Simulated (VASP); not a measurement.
# CdSe (P6_3mc) in VASP: single point with HSE06

Aim: the single point of CdSe with HSE06.

All numbers are computed with VASP 6.6.1; they aren't measurements. Logs are shortened: lines on timing, memory, paths and dates and some standing lists are left out, and cuts for length are marked.

**What was measured.**

From a printed reference work, data compilation, for a bulk crystal of CdSe at 2 K: band gap 1.841 eV.

The runs below are set against these values where they give the same quantity.

## Step 1: Starting point

The structure is hexagonal, space group P6_3mc (No. 186). Conventional cell: a = 4.311 Å, b = 4.311 Å, c = 7.032 Å, α = 90.00°, β = 90.00°, γ = 120.00°. Around Cd (site symmetry 3m) lie 4 Se at 2.64 Å. Se (site symmetry 3m) has 4 Cd at 2.64 Å as nearest neighbours.

The cell is a database's computed one.

## Step 2: Single point, HSE06

File POSCAR:

```
CdSe
1.0
    4.3106900000      0.0000000000      0.0000000000
   -2.1553500000      3.7331700000      0.0000000000
    0.0000000000      0.0000000000      7.0318800000
Cd Se
2 2
Direct
    0.6666700000      0.3333300000      0.4999600000
    0.3333300000      0.6666700000      0.9999600000
    0.6666700000      0.3333300000      0.8759000000
    0.3333300000      0.6666700000      0.3759000000
```

File INCAR.step1:

```
SYSTEM = CdSe
PREC = Accurate
ENCUT = 520
EDIFF = 1E-5
ISMEAR = 0
SIGMA = 0.02
LREAL = .False.
LASPH = .True.
NELM = 80
ALGO = Normal
ISIF = 2
LWAVE = .True.
LCHARG = .False.
NBANDS = 26
GGA = PE
```

File INCAR.step2:

```
SYSTEM = CdSe
PREC = Accurate
ENCUT = 520
EDIFF = 1E-6
ISMEAR = 0
SIGMA = 0.02
LREAL = .False.
LASPH = .True.
NELM = 80
ALGO = Normal
ISIF = 2
LWAVE = .False.
LCHARG = .False.
GGA = PE
LHFCALC = .True.
HFSCREEN = 0.2
PRECFOCK = Fast
NBANDS = 26
ISTART = 1
```

File KPOINTS:

```
Automatic mesh
0
Gamma
  6 6 4
  0 0 0
```

Potentials or basis: VASP PAW PBE potentials, release 64 (Cd, Se).

Command:

```
cat potpaw_PBE.64/Cd/POTCAR potpaw_PBE.64/Se/POTCAR > POTCAR
cp INCAR.step1 INCAR
mpirun -np 1 vasp_std > vasp.out
cp INCAR.step2 INCAR
mpirun -np 1 vasp_std > vasp.out
```

OUTCAR:

```text
SYSTEM = CdSe
   PREC = Accurate
   ENCUT = 520
   EDIFF = 1E-6
   ISMEAR = 0
   LREAL = .False.
   LASPH = .True.
   NELM = 80
   ISIF = 2
   GGA = PE
   LHFCALC = .True.
   HFSCREEN = 0.2
   PRECFOCK = Fast
   ISTART = 1

 ion  position               nearest neighbor table
   1  0.667  0.333  0.500-   4 2.64   4 2.64   4 2.64   3 2.64
   2  0.333  0.667  1.000-   3 2.64   3 2.64   3 2.64   4 2.64
   3  0.667  0.333  0.876-   2 2.64   2 2.64   2 2.64   1 2.64
   4  0.333  0.667  0.376-   1 2.64   1 2.64   1 2.64   2 2.64

  LATTYP: Found a hexagonal cell.
 ALAT       =     4.3106900000
 C/A-ratio  =     1.6312655283

  Lattice vectors:

 A1 = (   4.3106900000,   0.0000000000,   0.0000000000)
 A2 = (  -2.1553500000,   3.7331700000,   0.0000000000)
 A3 = (   0.0000000000,   0.0000000000,   7.0318800000)

Analysis of symmetry for initial positions (statically):
=====================================================================
 Subroutine PRICEL returns:
 Original cell was already a primitive cell.

 Routine SETGRP: Setting up the symmetry group for a
 hexagonal supercell.

 Subroutine GETGRP returns: Found  4 space group operations
 (whereof  2 operations were pure point group operations)
 out of a pool of 24 trial point group operations.

The static configuration has the point symmetry C_1h.
 The point group associated with its full space group is C_2v.

Analysis of symmetry for dynamics (positions and initial velocities):
=====================================================================
 Subroutine PRICEL returns:
 Original cell was already a primitive cell.

 Routine SETGRP: Setting up the symmetry group for a
 hexagonal supercell.

 Subroutine GETGRP returns: Found  4 space group operations
 (whereof  2 operations were pure point group operations)
 out of a pool of 24 trial point group operations.

The dynamic configuration has the point symmetry C_1h.
 The point group associated with its full space group is C_2v.

 Subroutine INISYM returns: Found  4 space group operations
 (whereof  2 operations are pure point group operations),
 and found     1 'primitive' translations

----------------------------------------------------------------------------------------

                                     Primitive cell

  volume of cell :     113.1608

  direct lattice vectors                    reciprocal lattice vectors
     4.310690000  0.000000000  0.000000000     0.231981423  0.133934742  0.000000000
    -2.155350000  3.733170000  0.000000000     0.000000000  0.267868862  0.000000000
     0.000000000  0.000000000  7.031880000     0.000000000  0.000000000  0.142209480

  length of vectors
     4.310690000  4.310695057  7.031880000     0.267869176  0.267868862  0.142209480

  position of ions in fractional coordinates (direct lattice)
     0.666670000  0.333330000  0.499960000
     0.333330000  0.666670000  0.999960000
     0.666670000  0.333330000  0.875900000
     0.333330000  0.666670000  0.375900000

  ion indices of the primitive-cell ions
   primitive index   ion index
                 1           1
                 2           2
                 3           3
                 4           4

----------------------------------------------------------------------------------------

 KPOINTS: Automatic mesh

Automatic generation of k-mesh.
 Grid dimensions read from file:
 generate k-points for:    6    6    4

 Generating k-lattice:

  Cartesian coordinates                     Fractional coordinates (reciprocal lattice)
     0.038663570  0.022322457  0.000000000     0.166666667  0.000000000  0.000000000
     0.000000000  0.044644810  0.000000000     0.000000000  0.166666667  0.000000000
     0.000000000  0.000000000  0.035552370     0.000000000  0.000000000  0.250000000

  Length of vectors
     0.044644863  0.044644810  0.035552370

  Shift w.r.t. Gamma in fractional coordinates (k-lattice)
     0.000000000  0.000000000  0.000000000

 Subroutine IBZKPT returns following result:
 ===========================================

 Found     39 irreducible k-points:

 Following reciprocal coordinates:
            Coordinates               Weight
  0.000000  0.000000  0.000000      1.000000
  0.166667  0.000000  0.000000      4.000000
 -0.166667  0.166667  0.000000      2.000000
  0.333333 -0.000000  0.000000      4.000000
 -0.333333  0.333333  0.000000      2.000000
  0.500000 -0.000000  0.000000      2.000000
[... 16 lines left out ...]
  0.333333  0.166667  0.250000      8.000000
 -0.166667  0.500000  0.250000      8.000000
 [... further k-points ...]
   k-points           NKPTS =     39   k-points in BZ     NKDIM =    144   number of bands    NBANDS=     26
   number of dos      NEDOS =    301   number of ions     NIONS =      4
   total plane-waves  NPLWV =  55296
   dimension x,y,z NGX =    32 NGY =   32 NGZ =   54
   dimension x,y,z NGXF=    64 NGYF=   64 NGZF=  108
   ions per type =               2   2
   NGX,Y,Z   is equivalent  to a cutoff of  12.34, 12.34, 12.77 a.u.
   NGXF,Y,Z  is equivalent  to a cutoff of  24.68, 24.68, 25.53 a.u.
 SYSTEM =  CdSe
   PREC   = accura    normal or accurate (medium, high low for compatibility)
   ISTART =      1    job   : 0-new  1-cont  2-samecut
   ICHARG =      0    charge: 1-file 2-atom 10-const
   ISPIN  =      1    spin polarized calculation?
   LNONCOLLINEAR =      F non collinear calculations
   LSORBIT =      F    spin-orbit coupling
   LASPH  =      T    aspherical Exc in radial PAW
   ENCUT  =  520.0 eV  38.22 Ry    6.18 a.u.   8.02  8.02 13.07*2*pi/ulx,y,z
   NELM   =     80;   NELMIN=  2; NELMDL=  0     # of ELM steps
   EDIFF  = 0.1E-05   stopping-criterion for ELM
   LREAL  =      F    real-space projection
   EDIFFG = 0.1E-04   stopping-criterion for IOM
   NSW    =      0    number of steps for IOM
   IBRION =     -1    ionic relax: 0-MD 1-quasi-New 2-CG
   NFREE  =      0    steps in history (QN), initial steepest desc. (CG)
   ISIF   =      2    stress and relaxation
   ISYM   =      3    0-nonsym 1-usesym 2-fastsym
   POTIM  = 0.5000    time-step for ionic-motion
   TEBEG  =    0.0;   TEEND  =   0.0 temperature during run
   PSTRESS=    0.0 pullay stress
   NELECT =      36.0000    total number of electrons
   NUPDOWN=      -1.0000    fix difference up-down
   EMIN   =  10.00;   EMAX   =-10.00  energy-range for DOS
   EFERMI =   0.00;   METHOD = LEGACY
   ISMEAR =     0;   SIGMA  =   0.02  broadening in eV -4-tet -1-fermi 0-gaus
   EFERMI_NEDOS =   21; number of points for ismear=-14 and -15
   IALGO  =     38    algorithm
   IMIX   =      1    mixing-type and parameters
     AMIX     =   0.40;   BMIX     =  1.00
     AMIX_MAG =   1.60;   BMIX_MAG =  1.00
  volume/ion in A,a.u.               =      28.29       190.91
  Fermi-wavevector in a.u.,A,eV,Ry     =   1.117576  2.111912 16.993346  1.248976
  Thomas-Fermi vector in A             =   2.254200
   LORBIT       =      0    0 simple, 1 ext, 2 COOP (PROOUT), +10 PAW based schemes
   GGA     = PE    functional components
   LHFCALC =     T    Hartree Fock is set to
   PRECFOCK=fast      Normal, Fast or Accurate (Low or Medium for compatibility)
   ENCUT4O =  -1.0   cutoff for four orbital integrals eV
   NKREDX  =     1    reduce k-point grid by
   NKREDY  =     1    reduce k-point grid by
   NKREDZ  =     1    reduce k-point grid by
   AEXX    =    0.2500 exact exchange contribution
   HFSCREEN=    0.2000 screening length (either q_TF or 0.3 A-1)
   HFSCREENC=   0.2000 screening length for correlation (either q_TF or 0.3 A-1)
   ENCUTFOCK=  -1.0 apply spherical cutoff to Coloumb kernel
   IVDW    =     0    specifies the selected vdW correction
   LEPSILON=     F    determine dielectric tensor
   LRPA    =     F    only Hartree local field effects (RPA)
 non-spin polarized calculation
 Gauss-broadening in eV      SIGMA  =   0.02
  energy-cutoff  :      520.00
  volume of cell :      113.16
 maximum number of plane-waves:      3066
  NGX = 18; NGY = 18; NGZ = 30

 number of electron      35.9999998 magnetization

 Free energy of the ion-electron system (eV)
  ---------------------------------------------------
  ext. energy  EPLUGINS =         0.00000000
  ---------------------------------------------------
  free energy    TOTEN  =       -13.72174434 eV

  energy without entropy =      -13.72174434  energy(sigma->0) =      -13.72174434

 E-fermi :   0.4426     XC(G=0):  -7.3533

 val. band max:        0.2922070701   @ k =   0.0000   0.0000   0.0000
 cond. band min:       1.9074867569   @ k =   0.0000   0.0000   0.0000
 fundamental gap:      1.6152796868
 Fermi energy:         0.4426494797

 k-point     1 :       0.0000    0.0000    0.0000
  band No.  band energies     occupation
      1     -13.3915      2.00000
      2     -12.9867      2.00000
      3      -8.8197      2.00000
      4      -8.8136      2.00000
      5      -8.8136      2.00000
      6      -8.7468      2.00000
[... 18 lines left out ...]
     25       8.4375      0.00000
     26       9.1356      0.00000

 k-point     2 :       0.1667    0.0000    0.0000
  band No.  band energies     occupation
      1     -13.3019      2.00000
      2     -12.9476      2.00000
      3      -8.7945      2.00000
      4      -8.7855      2.00000
      5      -8.7399      2.00000
      6      -8.7078      2.00000
[... 18 lines left out ...]
     25       8.5953      0.00000
     26       9.1031      0.00000

 k-point     3 :      -0.1667    0.1667    0.0000
  band No.  band energies     occupation
      1     -13.3019      2.00000
      2     -12.9476      2.00000
      3      -8.7945      2.00000
      4      -8.7855      2.00000
      5      -8.7399      2.00000
      6      -8.7079      2.00000
[... 572 lines left out ...]
 k-point    23 :       0.3333    0.1667    0.2500
  band No.  band energies     occupation
      1     -12.9723      2.00000
      2     -12.8815      2.00000
      3      -8.7211      2.00000
      4      -8.7056      2.00000
      5      -8.6376      2.00000
      6      -8.6176      2.00000
[... 18 lines left out ...]
     25       9.3752      0.00000
     26      10.1045      0.00000

 k-point    24 :      -0.1667    0.5000    0.2500
  band No.  band energies     occupation
      1     -12.9723      2.00000
      2     -12.8815      2.00000
      3      -8.7211      2.00000
      4      -8.7057      2.00000
      5      -8.6376      2.00000
      6      -8.6176      2.00000
[... 18 lines left out ...]
     25       9.3751      0.00000
     26      10.1045      0.00000

 [... further k-points ...]

------------------------ aborting loop because EDIFF is reached ----------------------------------------

  FORCE on cell =-STRESS in cart. coord.  units (eV):
  Direction    XX          YY          ZZ          XY          YZ          ZX
  --------------------------------------------------------------------------------------
  -------------------------------------------------------------------------------------
  Total        1.0909355      1.0881874      1.0466722     -0.0023829      0.0000000      0.0000000
  in kB       15.4459158     15.4070071     14.8192173     -0.0337376      0.0000000      0.0000000
  external PRESSURE =      15.2240467 kB  Pullay stress =       0.0000000 kB

 VOLUME and BASIS-vectors are now :
 -----------------------------------------------------------------------------
  energy-cutoff  :      520.00
  volume of cell :      113.16
      direct lattice vectors                 reciprocal lattice vectors
     4.310690000  0.000000000  0.000000000     0.231981423  0.133934742  0.000000000
    -2.155350000  3.733170000  0.000000000     0.000000000  0.267868862  0.000000000
     0.000000000  0.000000000  7.031880000     0.000000000  0.000000000  0.142209480

 POSITION                                       TOTAL-FORCE (eV/Angst)
 -----------------------------------------------------------------------------------
      2.15536      1.24438      3.51566        -0.000213      0.000123      0.005141
     -0.00002      2.48879      7.03160         0.000213     -0.000123      0.005141
      2.15536      1.24438      6.15922        -0.000241      0.000139     -0.005141
     -0.00002      2.48879      2.64328         0.000241     -0.000139     -0.005141
 -----------------------------------------------------------------------------------
    total drift:                               -0.000002      0.000001     -0.000319

  FREE ENERGIE OF THE ION-ELECTRON SYSTEM (eV)
  ---------------------------------------------------
  free  energy   TOTEN  =       -13.7217443386 eV

  energy  without entropy=      -13.7217443386  energy(sigma->0) =      -13.72174434
```

It took 1.7 h on 1 thread of Intel Xeon 6975P-C (Granite Rapids), shared host; peak memory 0.45 GiB.

What came out:

- Free energy: -13.7217 eV
- Pressure: 1.5 GPa
- Largest force: 0.005 eV/Å
- Band gap on the k mesh: 1.62 eV, direct

Forces on the atoms (eV/Å):
```
Cd   0.000  0.000  0.005
Cd   0.000  0.000  0.005
Se   0.000  0.000 -0.005
Se   0.000  0.000 -0.005
```

Caveat: the PAW data sets were made with another functional, which shifts forces and pressure a little.

## Step 3: Comparison with measurements

Step 2. Against the measured gap of CdSe, 1.841 eV (2 K; a printed reference work, data compilation), the calculated 1.62 eV is off by -0.23 eV. Spin-orbit coupling on Cd, Se is left out. The value is that of HSE06, without temperature or zero-point motion. The cell is a database's relaxed one, not the measured one, which moves gaps too.
